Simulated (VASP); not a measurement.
Runs of VASP 6.6.1 on BN. It takes space group F-43m (No. 216, cubic). The conventional cell has a = 3.626 Å, b = 3.626 Å, c = 3.626 Å, α = 90.00°, β = 90.00°, γ = 90.00°. N (site symmetry -43m) is surrounded by 4 B at 1.57 Å. B (site symmetry -43m) has 4 N at 1.57 Å as nearest neighbours. The cell is a database's computed one.

```csv
task,level,cell,cutoff (eV),grid for exact exchange (PRECFOCK),screening parameter,exchange at q = 0,gap on the mesh (eV),pressure (GPa),relaxed volume (Å³/atom)
band structure,HSE06,as given,520,Fast,0.2 1/A,-,(b),(a),-
relaxation of cell and atoms,PBE0,relaxed,600,Normal,-,truncated,6.84,0.0,5.82
band structure,r2SCAN0,as given,520,Fast,-,truncated,7.12,-10.7,-
band structure,PBE0,as given,520,Fast,-,truncated,6.80,-9.0,-
relaxation of cell and atoms,HSE06,relaxed,600,Normal,0.2 1/A,-,(c),0.0,5.82
```

Alike in all rows: potentials or basis VASP PAW PBE potentials, release 64 (N, B); no spin polarisation; k mesh 7 × 7 × 7; smearing fermi-dirac 0.05 eV; the mesh is coarse, so values aren't converged.

**Question.** Fill in the values left out.

**Answer.** (a) -9.1; (b) 6.06; (c) 6.09.

Caveats: all runs use coarse meshes; the PAW data sets were made with another functional, which shifts forces and pressure a little; the mesh misses the band edges, which the band path finds closer together (some runs); an odd mesh through Γ misses points on the zone boundary, where band edges often lie (some runs).

Runs at the PBE level aren't shown here.
